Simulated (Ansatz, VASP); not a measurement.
# ZrB2: VASP beside Ansatz

```xyz
6
Lattice="-2.5152 4.7021 1.7071 2.5152 -4.7021 1.7071 2.5152 4.7021 -1.7071" Properties=species:S:1:pos:R:3 pbc="T T T"
Zr    0.0000    3.0127    0.0000
Zr    0.0000    6.3914    0.0000
B     0.8561    0.8344    0.0000
B     1.6591    3.8677    1.7071
B     4.1743    0.8344    0.0000
B    -1.6591    3.8677    1.7071
```

Alike in both runs: functional PBE; k mesh 6 × 6 × 6; occupations gaussian, width 0.1 eV; no spin polarisation.

Ansatz relaxed the structure, and its values are those at the end. VASP's run is a single point on that final structure, the one shown.

|  | VASP | Ansatz |
| --- | --- | --- |
| version | VASP 6.6.1 | Ansatz 0.2.0 |
| potentials or method | VASP PAW PBE potentials, release 64 (Zr_sv, B) | scalar-relativistic, plane waves, PAW |
| plane-wave cutoff (eV) | 520 | 420 |
| valence electrons in the cell | 36 | 36 |

Ansatz gave:

* gap on the k mesh at the Fermi level (eV): none
* pressure (GPa): -0.1
* rms of the force components (eV/Å): 0.004

Question: Which values does VASP return?

Answer: gap on the k mesh at the Fermi level (eV): none; pressure (GPa): 0.0; rms of the force components (eV/Å): 0.007.

A gap of «none» marks a metal or a gap that the smearing closes.

Caveats: the k mesh is coarse (spacing up to 0.37 Å⁻¹), so the values aren't converged.
